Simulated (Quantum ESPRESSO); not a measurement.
# Simulated XPS, UPS and emission spectra of KF, part 6 of 13

What would valence photoemission of KF look like, and what sets its shape?

Quantum ESPRESSO 7.5; DFT, PBE, plane waves, ultrasoft GBRV pseudopotentials, scalar-relativistic (the session's first sound run).

So far. Step 5 (The base run: bands): At this level the gap is 6.17 eV on the path. Step 6 (With LDA: self-consistent run): At this level the gap is 5.79 eV on the k-mesh of the self-consistent run, which can miss the band edges.

### 7. With LDA: levels for the DOS

Level of this step: DFT, LDA, plane waves, ultrasoft GBRV pseudopotentials, scalar-relativistic (Quantum ESPRESSO).

The levels for the density of states are solved on the fixed potential, without another SCF cycle.

nscf.in reads:

```
&control
  calculation = 'nscf'
  prefix = 'pes'
  outdir = './tmp'
  pseudo_dir = './pp'
  verbosity = 'high'
/
&system
  ibrav = 0
  nat = 2
  ntyp = 2
  ecutwfc = 40.0
  ecutrho = 200.0
  occupations = 'smearing'
  nbnd = 16
  smearing = 'fd'
  degauss = 0.00147
/
&electrons
  conv_thr = 1.2e-08
  mixing_beta = 0.5
  electron_maxstep = 120
  diago_full_acc = .true.
/
ATOMIC_SPECIES
K 39.0983 k_lda_v1.4.uspp.F.UPF
F 18.9984 f_lda_v1.4.uspp.F.UPF
CELL_PARAMETERS angstrom
 0.000000000 2.671850000 2.671850000
 2.671850000 0.000000000 2.671850000
 2.671850000 2.671850000 0.000000000
ATOMIC_POSITIONS crystal
K 0.000000000 0.000000000 0.000000000
F 0.500000000 0.500000000 0.500000000
K_POINTS automatic
14 14 14 0 0 0
```

The run is started by

```
OMP_NUM_THREADS=1 mpirun -n 4 pw.x -nk 4 -in nscf.in > nscf.out
```

What it wrote:

```text
[banner, memory and clock lines left out]
Program PWSCF v.7.5 starts

          URL

     Atomic positions and unit cell read from directory:
     ./tmp/pes.save/

     Message from routine setup:
     using ibrav=0 with symmetry is DISCOURAGED, use correct ibrav instead

     G-vector sticks info

     bravais-lattice index     =            0
     lattice parameter (alat)  =       7.1405  a.u.
     unit-cell volume          =     257.4322 (a.u.)^3
     number of atoms/cell      =            2
     number of atomic types    =            2
     number of electrons       =        16.00
     number of Kohn-Sham states=           16
     kinetic-energy cutoff     =      40.0000  Ry
     charge density cutoff     =     200.0000  Ry
     Exchange-correlation=  SLA  PZ   NOGX NOGC
                           (   1   1   0   0   0   0   0)

     celldm(1)=   7.140456  celldm(2)=   0.000000  celldm(3)=   0.000000
     celldm(4)=   0.000000  celldm(5)=   0.000000  celldm(6)=   0.000000

     crystal axes: (cart. coord. in units of alat)
               a(1) = (   0.000000   0.707107   0.707107 )
               a(2) = (   0.707107   0.000000   0.707107 )
               a(3) = (   0.707107   0.707107   0.000000 )

     reciprocal axes: (cart. coord. in units 2 pi/alat)
               b(1) = ( -0.707107  0.707107  0.707107 )
               b(2) = (  0.707107 -0.707107  0.707107 )
               b(3) = (  0.707107  0.707107 -0.707107 )

     PseudoPot. # 1 for K  read from file:
     ./pp/k_lda_v1.4.uspp.F.UPF
     Pseudo is Ultrasoft + core correction, Zval =  9.0
     Generated by new atomic code, or converted to UPF format
     Using radial grid of  841 points,  6 beta functions with:
                l(1) =   0
                l(2) =   0
                l(3) =   1
                l(4) =   1
                l(5) =   2
                l(6) =   2
     Q(r) pseudized with  6 coefficients,  rinner =    1.500   1.500   1.500
                                                       1.500   1.500

     PseudoPot. # 2 for F  read from file:
     ./pp/f_lda_v1.4.uspp.F.UPF
     Pseudo is Ultrasoft, Zval =  7.0
     Generated by new atomic code, or converted to UPF format
     Using radial grid of  799 points,  4 beta functions with:
                l(1) =   0
                l(2) =   0
                l(3) =   1
                l(4) =   1
     Q(r) pseudized with  8 coefficients,  rinner =    0.950   0.950   0.950

     atomic species   valence    mass     pseudopotential
     K                 9.00    39.09830     K ( 1.00)
     F                 7.00    18.99840     F ( 1.00)

     48 Sym. Ops., with inversion, found

                                    s                        frac. trans.

      isym =  1     identity

 cryst.   s( 1) = (     1          0          0      )
                  (     0          1          0      )
                  (     0          0          1      )

 cart.    s( 1) = (  1.0000000 -0.0000000  0.0000000 )
                  ( -0.0000000  1.0000000  0.0000000 )
                  ( -0.0000000  0.0000000  1.0000000 )

      isym =  2     180 deg rotation - cart. axis [0,0,1]

 cryst.   s( 2) = (     0          1         -1      )
                  (     1          0         -1      )
                  (     0          0         -1      )

 cart.    s( 2) = ( -1.0000000  0.0000000  0.0000000 )
                  (  0.0000000 -1.0000000  0.0000000 )
                  (  0.0000000 -0.0000000  1.0000000 )

      isym =  3     180 deg rotation - cart. axis [0,1,0]

 cryst.   s( 3) = (     0         -1          1      )
                  (     0         -1          0      )
                  (     1         -1          0      )

 cart.    s( 3) = ( -1.0000000 -0.0000000 -0.0000000 )
                  (  0.0000000  1.0000000 -0.0000000 )
                  (  0.0000000  0.0000000 -1.0000000 )

      isym =  4     180 deg rotation - cart. axis [1,0,0]

 cryst.   s( 4) = (    -1          0          0      )
                  (    -1          0          1      )
                  (    -1          1          0      )

 cart.    s( 4) = (  1.0000000  0.0000000 -0.0000000 )
                  ( -0.0000000 -1.0000000 -0.0000000 )
                  ( -0.0000000 -0.0000000 -1.0000000 )

      isym =  5     180 deg rotation - cart. axis [1,1,0]

 cryst.   s( 5) = (    -1          0          1      )
[...]
cart.    s( 5) = ( -0.0000000  1.0000000 -0.0000000 )
[...]
isym =  6     180 deg rotation - cart. axis [1,-1,0]

 cryst.   s( 6) = (     0         -1          0      )
[...]
cart.    s( 6) = (  0.0000000 -1.0000000 -0.0000000 )
[...]
isym =  7      90 deg rotation - cart. axis [0,0,-1]

 cryst.   s( 7) = (     0          1          0      )
[...]
cart.    s( 7) = (  0.0000000  1.0000000  0.0000000 )
[...]
isym =  8      90 deg rotation - cart. axis [0,0,1]

 cryst.   s( 8) = (     1          0         -1      )
[...]
cart.    s( 8) = ( -0.0000000 -1.0000000  0.0000000 )
[...]
isym =  9     180 deg rotation - cart. axis [1,0,1]

 cryst.   s( 9) = (    -1          1          0      )
[...]
cart.    s( 9) = (  0.0000000  0.0000000  1.0000000 )
[...]
isym = 10     180 deg rotation - cart. axis [-1,0,1]

 cryst.   s(10) = (     0          0         -1      )
[...]
cart.    s(10) = ( -0.0000000  0.0000000 -1.0000000 )
[...]
isym = 11      90 deg rotation - cart. axis [0,1,0]

 cryst.   s(11) = (     0          0          1      )
[...]
cart.    s(11) = ( -0.0000000 -0.0000000  1.0000000 )
[...]
isym = 12      90 deg rotation - cart. axis [0,-1,0]

 cryst.   s(12) = (     1         -1          0      )
[...]
cart.    s(12) = (  0.0000000 -0.0000000 -1.0000000 )
[...]
isym = 13     180 deg rotation - cart. axis [0,1,1]

 cryst.   s(13) = (     1          0          0      )
[...]
cart.    s(13) = ( -1.0000000  0.0000000 -0.0000000 )
[...]
isym = 14     180 deg rotation - cart. axis [0,1,-1]

 cryst.   s(14) = (    -1          0          0      )
[...]
cart.    s(14) = ( -1.0000000 -0.0000000  0.0000000 )
[...]
isym = 15      90 deg rotation - cart. axis [-1,0,0]

 cryst.   s(15) = (     0         -1          1      )
[...]
cart.    s(15) = (  1.0000000 -0.0000000 -0.0000000 )
[...]
k = 0.1010 0.1010-0.1010 (  1092 PWs)   bands (ev):

   -24.5957 -17.1997  -8.0951  -8.0464  -8.0464   0.8642   0.9852   0.9852
     7.4186  11.2426  11.8699  11.8699  13.4857  13.4857  18.3467  23.0583

     occupation numbers
     1.0000   1.0000   1.0000   1.0000   1.0000   1.0000   1.0000   1.0000
     0.0000   0.0000   0.0000   0.0000   0.0000   0.0000   0.0000   0.0000

          k = 0.1515 0.1515-0.1515 (  1098 PWs)   bands (ev):

   -24.5751 -17.2190  -8.1551  -8.0545  -8.0545   0.6812   0.9105   0.9105
     8.0354  10.9996  12.1716  12.1716  13.7251  13.7251  19.0809  21.8543

     occupation numbers
     1.0000   1.0000   1.0000   1.0000   1.0000   1.0000   1.0000   1.0000
     0.0000   0.0000   0.0000   0.0000   0.0000   0.0000   0.0000   0.0000

          k = 0.2020 0.2020-0.2020 (  1095 PWs)   bands (ev):

[...]
occupation numbers
[...]
k = 0.2525 0.2525-0.2525 (  1095 PWs)   bands (ev):

[...]
occupation numbers
[...]
k = 0.3030 0.3030-0.3030 (  1101 PWs)   bands (ev):

[...]
occupation numbers
[...]
k =-0.3536-0.3536 0.3536 (  1104 PWs)   bands (ev):

[...]
occupation numbers
[...]
k = 0.1010-0.0000 0.0000 (  1087 PWs)   bands (ev):

[...]
occupation numbers
[...]
k = 0.1515 0.0505-0.0505 (  1099 PWs)   bands (ev):

[...]
occupation numbers
[...]
k = 0.2020 0.1010-0.1010 (  1100 PWs)   bands (ev):

[...]
occupation numbers
[...]
k = 0.2525 0.1515-0.1515 (  1091 PWs)   bands (ev):

[...]
occupation numbers
[...]
k = 0.3030 0.2020-0.2020 (  1099 PWs)   bands (ev):

[...]
occupation numbers
[...]
k = 0.3536 0.2525-0.2525 (  1103 PWs)   bands (ev):

[...]
occupation numbers
[...]
k =-0.3030-0.4041 0.4041 (  1100 PWs)   bands (ev):

[...]
occupation numbers
[...]
k =-0.2525-0.3536 0.3536 (  1104 PWs)   bands (ev):

[...]
occupation numbers
[...]
k =-0.2020-0.3030 0.3030 (  1105 PWs)   bands (ev):

[...]
k =-0.1515-0.2525 0.2525 (  1097 PWs)   bands (ev):

[...]
k =-0.1010-0.2020 0.2020 (  1100 PWs)   bands (ev):

[...]
k =-0.0505-0.1515 0.1515 (  1095 PWs)   bands (ev):

[...]
k = 0.0000-0.1010 0.1010 (  1099 PWs)   bands (ev):

[...]
k = 0.2020-0.0000 0.0000 (  1106 PWs)   bands (ev):

[...]
k = 0.2525 0.0505-0.0505 (  1103 PWs)   bands (ev):

[...]
k = 0.3030 0.1010-0.1010 (  1101 PWs)   bands (ev):

[...]
k = 0.3536 0.1515-0.1515 (  1098 PWs)   bands (ev):

[...]
k = 0.4041 0.2020-0.2020 (  1099 PWs)   bands (ev):

[...]
k =-0.2525-0.4546 0.4546 (  1101 PWs)   bands (ev):

[...]
k =-0.2020-0.4041 0.4041 (  1102 PWs)   bands (ev):

[...]
k =-0.1515-0.3536 0.3536 (  1105 PWs)   bands (ev):

[...]
k =-0.1010-0.3030 0.3030 (  1104 PWs)   bands (ev):

[...]
k =-0.0505-0.2525 0.2525 (  1096 PWs)   bands (ev):

[...]
k =-0.0000-0.2020 0.2020 (  1099 PWs)   bands (ev):

[...]
k = 0.3030-0.0000 0.0000 (  1098 PWs)   bands (ev):

[...]
k = 0.3536 0.0505-0.0505 (  1091 PWs)   bands (ev):

[...]
k =-0.2020-0.5051 0.5051 (  1098 PWs)   bands (ev):

[...]
k =-0.1515-0.4546 0.4546 (  1100 PWs)   bands (ev):

[...]
k =-0.1010-0.4041 0.4041 (  1100 PWs)   bands (ev):

[...]
k = 0.4041-0.0000 0.0000 (  1094 PWs)   bands (ev):

[...]
k = 0.0000-0.4041 0.4041 (  1117 PWs)   bands (ev):

[...]
k = 0.5556 0.0505-0.0505 (  1093 PWs)   bands (ev):

[...]
k = 0.0000-0.5051 0.5051 (  1119 PWs)   bands (ev):

[...]
k = 0.6061-0.0000 0.0000 (  1094 PWs)   bands (ev):

[...]
k =-0.7071 0.0000 0.0000 (  1106 PWs)   bands (ev):

[...]
k = 0.2020 0.1010 0.0000 (  1094 PWs)   bands (ev):

[...]
k = 0.2525 0.1515-0.0505 (  1097 PWs)   bands (ev):

[...]
k = 0.3030 0.2020-0.1010 (  1099 PWs)   bands (ev):

[...]
k = 0.3536 0.2525-0.1515 (  1102 PWs)   bands (ev):

[...]
k = 0.3030 0.1010 0.0000 (  1097 PWs)   bands (ev):

[...]
k = 0.3536 0.1515-0.0505 (  1095 PWs)   bands (ev):

[...]
k = 0.4041 0.2020-0.1010 (  1100 PWs)   bands (ev):

[...]
k = 0.4041 0.1010-0.0000 (  1091 PWs)   bands (ev):

[...]
k = 0.4546 0.1515-0.0505 (  1090 PWs)   bands (ev):

[...]
k = 0.5051 0.1010 0.0000 (  1085 PWs)   bands (ev):

[...]
k = 0.0000-0.4041 0.5051 (  1100 PWs)   bands (ev):

[...]
k = 0.0000-0.5051 0.6061 (  1102 PWs)   bands (ev):

[...]
k =-0.7071 0.1010 0.0000 (  1108 PWs)   bands (ev):

[...]
k = 0.4041 0.2020 0.0000 (  1093 PWs)   bands (ev):

[...]
k =-0.1010-0.4041 0.6061 (  1101 PWs)   bands (ev):

[...]
k =-0.0505-0.3536 0.5556 (  1102 PWs)   bands (ev):

[...]
k =-0.0000-0.3030 0.5051 (  1102 PWs)   bands (ev):

[...]
occupation numbers
[...]
k =-0.1010-0.5051 0.7071 (  1099 PWs)   bands (ev):

[...]
occupation numbers
[...]
k =-0.0505-0.4546 0.6566 (  1104 PWs)   bands (ev):

[...]
occupation numbers
[...]
k =-0.0000-0.4041 0.6061 (  1098 PWs)   bands (ev):

[...]
occupation numbers
[...]
k =-0.7071 0.2020-0.0000 (  1100 PWs)   bands (ev):

[...]
occupation numbers
[...]
k =-0.1010-0.4041 0.7071 (  1106 PWs)   bands (ev):

[...]
occupation numbers
[...]
k =-0.0505-0.3536 0.6566 (  1104 PWs)   bands (ev):

   -24.4868 -17.2305  -8.4529  -8.4430  -8.1313   0.6170   0.8753   0.8811
    10.4800  10.5426  12.1706  14.3188  15.0226  15.6789  16.7350  17.2115

     occupation numbers
     1.0000   1.0000   1.0000   1.0000   1.0000   1.0000   1.0000   1.0000
     0.0000   0.0000   0.0000   0.0000   0.0000   0.0000   0.0000   0.0000

          k =-0.7071 0.3030-0.0000 (  1104 PWs)   bands (ev):

   -24.4857 -17.2266  -8.5035  -8.4182  -8.1389   0.6486   0.8759   0.9092
    10.1587  10.8835  12.0653  14.3229  15.2451  15.7340  16.5577  17.1514

     occupation numbers
     1.0000   1.0000   1.0000   1.0000   1.0000   1.0000   1.0000   1.0000
     0.0000   0.0000   0.0000   0.0000   0.0000   0.0000   0.0000   0.0000

     the Fermi energy is     6.4540 ev
     (compare with:     6.4542 eV, computed in scf)

     XML data file, pseudopotentials, collected wavefunctions

                                        0.00s GPU  (    1549 calls)
```

The job ended after 6.7 s (4 MPI ranks of Intel Xeon Platinum 8559C (Emerald Rapids), shared host; 26 s of CPU time).

(Continued in part 7 of 13.)

[Logs are printed without paths, hosts, clocks, repeated set-up lines and the standing remarks that a program may print on its own settings, such as how far it seeks lower states.]

[Hosts, paths, dates, database ids (printed as entryN), source tags and the programs' standing remarks are cut or masked in the printed files.]

[Maps of the electrostatic potential energy from Ansatz leave out the sawtooth potential of an applied field or a dipole correction, so their vacuum need not be flat; work functions include it.]

[Peak lists hold at most the 14 tallest peaks of each spectrum; further lines can be left out.]
